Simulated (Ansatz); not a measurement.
# Mg (P2_1/m) in Ansatz: notebook

Runs on Mg. Level: PBEsol. Tasks: single point.

All numbers are computed with Ansatz 0.2.0; they aren't measurements. Logs are shortened: lines on timing, memory, paths and dates and some standing lists are left out, and cuts for length are marked.

**1. The cell of the first run**

The structure is monoclinic, space group P2_1/m (No. 11). Conventional cell: a = 3.154 Å, b = 5.210 Å, c = 3.210 Å, α = 90.00°, β = 118.27°, γ = 90.00°. Mg (site symmetry m) has 12 Mg at 3.15 to 3.27 Å as nearest neighbours.

**2. Single point, PBEsol, 23.23 Å³/atom (strain_shear_xy = -0.04)**

Input file input.yaml:

```yaml
crystal:
  lattice:
    - [3.2093, -0.064186, 0.0]
    - [-1.6602367066, 2.8114283284, 0.0]
    - [0.0, 0.0, 5.2103]
  atoms:
    - { symbol: Mg, position: [0.6666666667, 0.3333333333, 0.75] }
    - { symbol: Mg, position: [0.3333333333, 0.6666666667, 0.25] }
kpoints:
  mp_grid: { grid: [10, 10, 5] }
scf:
  occupations: { method: fermi_dirac, width: 0.05 }
hamiltonian:
  xc: pbesol
  pseudopotentials: { kind: all_electron, lapw: { basis_error: 0.001 } }
output:
  forces: true
  stress: true
  eigenvalues: true
```

Potentials or basis: all-electron LAPW, scalar-relativistic.

The run is started by

```sh
$ ansatz run input.yaml --threads 1 --pin off --max-ram 3072MiB --backend cpu --events-out ev --progress --plain --runs-dir out
```

Standard output:

```text
Warning: RAYON_NUM_THREADS=1 ignored (pool sized by the plan → 1); use --threads N
LAPW: plane waves up to 5.339 Å⁻¹, error target 1.0e-3 eV per atom; small_component_spin mean_spin; Mg in spheres of 1.577 Å, 10 of its electrons in bands, Dirac shells [] (how accurate: hamiltonian.pseudopotentials.lapw.basis_error, Limitations)
Engine: ansatz 0.2.0, x86_64-unknown-linux-gnu
Pseudopotentials: kind: all_electron
Pseudopotential: Mg, LAPW, valence charge 10, lapw/all_electron/scalar/gaussian/Mg, Koelling and Harmon's equation, gaussian nucleus
Functional definition: PBEsol
  exchange = pbesol_x
  correlation = pbesol_c
Crystal: 2 atoms, lattice volume = 46.456 Å³
Basis set: ecut = 108.60045151935282 eV, 127 PW (Γ), exchange–correlation at level 2
Bands: 14, of which v1, the nominal top of the filled ones, is band 10 counted from 1 (9 counted from 0)
Symmetry: 4 space group operations
Space group: P21/m (ITA 11), of the structure as read, at distance tolerance 3.6e-5 Å
k-points: 156 of 500
Non-local potential: Mg, projectors of the file, none
Initial density: superposition of atomic densities (chi_scale 0.1, normalization cell)
Initial wavefunctions: plane waves of lowest kinetic energy (no species holds an atomic orbital)
Functional: x = pbesol(κ = 0.804, μ = 0.12345679012345678), c = pbesol(β = 0.046)
iter 1 solved again at ethr=1.17e-4 eV; its pass at ethr=1.00e-1 eV (dr2=2.34e-2 eV) is discarded
SCF iter   1: F=—  HF=-10879.300281 eV  |F-HF|=—  |Δ(HF+E_count)|=         —  Δρ=7.71e-3  dr2=2.35e-2  ethr=1.17e-4  ⟨swp⟩=3.1  Hψ=16440  notcnv=0
preconditioner: auto → none  [metal: Δε(μ)=0.004 eV  Ē_g=6.858 eV  σ=0.050 eV  W_gap=0.02  n_scr=8 (ndim 8)  ℏωp=10.9 eV  f_vac=0.000  D(μ)=1.29/eV (n_scr^D=4)  sad-step TF]
SCF iter   2: F=—  HF=-10879.285248 eV  |F-HF|=—  |Δ(HF+E_count)|=   1.50e-2  Δρ=4.99e-3  dr2=1.11e-2  ethr=1.17e-4  ⟨swp⟩=2.0  Hψ=6074  notcnv=0
iter 3 solved again at ethr=1.29e-6 eV; its pass at ethr=5.55e-5 eV (dr2=2.59e-4 eV) is discarded
SCF iter   3: F=—  HF=-10879.281598 eV  |F-HF|=—  |Δ(HF+E_count)|=   3.65e-3  Δρ=6.81e-4  dr2=2.58e-4  ethr=1.29e-6  ⟨swp⟩=2.0  Hψ=10478  notcnv=0
SCF iter   4: F=—  HF=-10879.281555 eV  |F-HF|=—  |Δ(HF+E_count)|=   4.33e-5  Δρ=1.38e-4  dr2=1.11e-5  ethr=1.29e-6  ⟨swp⟩=2.0  Hψ=6073  notcnv=0
SCF iter   5: F=—  HF=-10879.281548 eV  |F-HF|=—  |Δ(HF+E_count)|=   6.47e-6  Δρ=1.86e-5  dr2=1.95e-7  ethr=5.56e-8  ⟨swp⟩=2.0  Hψ=6073  notcnv=0
SCF iter   6: F=-10879.281548 eV  HF=-10879.281548 eV  |F-HF|=2.62e-10  |Δ(HF+E_count)|=  8.39e-10  Δρ=1.26e-6  dr2=8.22e-10  ethr=9.77e-10  ⟨swp⟩=2.0  Hψ=6073  notcnv=0
SCF 1 converged in 6 iterations: F = -10879.281548 eV  dr2 = 8.22e-10
SCF converged after 6 iterations
Free energy (F): -10879.281548 eV
Harris-Foulkes:  -10879.281548 eV  (|F-HF|=2.62e-10)
Internal energy: -10879.271466 eV  (E = F + TS)
E sigma→0 (E₀):  -10879.276507 eV
Entropy (-TS):   -0.010082 eV (-5.041 meV/atom)
Fermi energy:    5.294110 eV
--- Per-component energies (eV) ---
  E_band       = -720.260340
  E_kinetic    = 10890.190218
  E_xc         = -870.560877
  E_electrostatic = -20898.900807  (all electrons and nuclei)
  E_smearing   = -0.010082  (= −TS)
  E_closure    = 0.000000  (closes the sum)
  E_atoms      = -10875.862382  (free atoms, spherical and without spin; not in F)
  Σ components = -10879.281548   (vs F -10879.281548, Δ=0.00e0)
  Basis errors (estimates in eV, not in F): energy 2.6e-4 per atom: plane waves 2.5e-4 (1.3e-4 summed), levels above the bands 3.0e-45, relativity 1.6e-8, radial functions 8.6e-6, core shells 1.6e-12; eigenvalues (radial functions only) 5.1e-6; not estimated: angular momenta, meshes, grids; target (lapw.basis_error) 1.0e-3; muffin-tin radii Mg 1.577 Å
--- Forces (eV/Å), atoms counted from 1 ---
  atom   1  Mg    -0.03153051    -0.00098247     0.00000000
  atom   2  Mg     0.03153051     0.00098247     0.00000000
  max |Σ_I F_I| component: 2.17e-19 eV/Å
--- Stress (GPa, compression-positive) ---
       -1.769578       0.146400       0.000000
        0.146400      -0.925688       0.000000
        0.000000       0.000000      -0.423627
  P = ⅓ Tr σ = -1.0396 GPa (-10.396 kbar)
--- Band table (eV; the first three rows and the last of 156) ---
  k-point 0: bands = ["-70.4441", "-70.4412", "-37.4064", "-37.3807", "-37.3792", "-37.3761", "-37.3751", "-37.3745", "-1.6206", "3.5959", "4.0147", "15.6621", "15.7662", "16.4780"]
  k-point 1: bands = ["-70.4438", "-70.4415", "-37.4034", "-37.3803", "-37.3788", "-37.3780", "-37.3765", "-37.3749", "-1.3978", "1.8754", "6.1201", "14.9693", "15.8386", "15.9608"]
  k-point 2: bands = ["-70.4431", "-70.4422", "-37.3956", "-37.3860", "-37.3791", "-37.3777", "-37.3776", "-37.3761", "-0.7332", "0.3635", "8.7846", "11.7844", "16.2922", "16.3319"]
  k-point 155: bands = ["-70.4412", "-70.4409", "-37.4046", "-37.4028", "-37.3856", "-37.3829", "-37.3823", "-37.3805", "3.7684", "3.7999", "4.9744", "4.9935", "12.5775", "12.9172"]
```

It took 20 s on 1 thread of Intel Xeon at 2.50GHz (Skylake/Cascade Lake), shared host; peak memory 0.3 GiB.

Results:

```
Free energy            : -10879.2815 eV
Pressure               : -1.0 GPa
Largest force          : 0.032 eV/Å
Band gap on the k mesh : none (metal or under the smearing width)
```

**3. Single point, PBEsol, 23.23 Å³/atom (strain_shear_xy = -0.02)**

input.yaml, as its differences from that of step 2:

```diff
@@ -2,4 +2,4 @@
   lattice:
-    - [3.2093, -0.064186, 0.0]
-    - [-1.6602367066, 2.8114283284, 0.0]
+    - [3.2093, -0.032093, 0.0]
+    - [-1.6324433533, 2.7953818284, 0.0]
     - [0.0, 0.0, 5.2103]
```

Potentials or basis: all-electron LAPW, scalar-relativistic.

The run is started by

```sh
$ ansatz run input.yaml --threads 1 --pin off --max-ram 3072MiB --backend cpu --events-out ev --progress --plain --runs-dir out
```

Run time: 19 s. Hardware: 1 thread of Intel Xeon at 2.50GHz (Skylake/Cascade Lake), shared host; peak memory 0.3 GiB.

It converged, with:

```
Free energy            : -10879.2819 eV
Pressure               : -1.1 GPa
Largest force          : 0.015 eV/Å
Band gap on the k mesh : none (metal or under the smearing width)
```
